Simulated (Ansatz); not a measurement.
# Zone-centre phonons of SnS₂ at 20 GPa: input and output

These are results of DFT PBE+D3(BJ), scalar-relativistic, plane waves, PAW (Ansatz 0.2.0), not measurements.

Launched with:
```bash
ansatz run input.yaml --threads 1 --pin off --max-ram 3072MiB --backend cpu --events-out ev --progress --plain --runs-dir out
```

Input (bare energies are in eV):
```yaml
crystal:
  lattice:
    - [3.5033468771, 0.0, 0.0]
    - [-1.7516734385, 3.0339873938, 0.0]
    - [0.0, 0.0, 4.9095844746]
  atoms:
    - { symbol: Sn, position: [0.0, 0.0, 0.0] }
    - { symbol: S, position: [0.6666666667, 0.3333333333, 0.2977173241] }
    - { symbol: S, position: [0.3333333333, 0.6666666667, 0.7022826759] }
basis:
  ecutwfc: 420
kpoints:
  mp_grid: { grid: [12, 12, 8] }
hamiltonian:
  xc: pbe
  dispersion: d3bj
scf:
  occupations: { method: fermi_dirac, width: 0.15 }
output:
  eigenvalues: true
phonons:
  method: dfpt
  eigenvectors: true
```

Results section of the output:
```
--- Phonons (Γ-DFPT): 4 representative perturbations + reference, on 320 of 1152 k-points (Σ response iterations 12) ---
  k mesh reduced under 2 symmetry operations, with k and −k counted as one. Each operation leaves every solved perturbation unchanged. A smaller set is not used because it would not reduce the number of displacements ...
  ASR residual: 5.626e-5 → 0.000e0 eV/Å²; symmetrization residual: 7.341e-6 eV/Å²
  pairwise dispersion correction: d3bj (s6 = 1.0, s8 = 0.7875, a1 = 0.4289, a2_bohr = 4.4407), with the weights of each atom's references fixed at the reference crystal's, and the forces and stress that the weights' published response gives ...
  ASR residual per site (eV/Å²): 5.63e-5 1.91e-5 1.91e-5
  Γ frequencies (cm⁻¹): 0.00 0.00 0.00 249.90 249.90 300.03 300.03 350.41 360.48
  non-analytic LO–TO correction: not included (Born effective charges unavailable; polar crystals: no LO–TO splitting at Γ)
```

Time: 110 s on 1 thread of Intel(R) Xeon(R) Platinum 8259CL CPU @ 2.50GHz (Skylake/Cascade Lake), with other jobs on the host, peak memory 1.2 GiB.

In a metal, frequencies and elastic constants depend on the k mesh and the smearing, soft modes and shear constants most. Spin–orbit coupling is left out, which matters for heavy elements. Other phases may be more stable at this pressure. A semilocal functional can close a gap that the real compound has.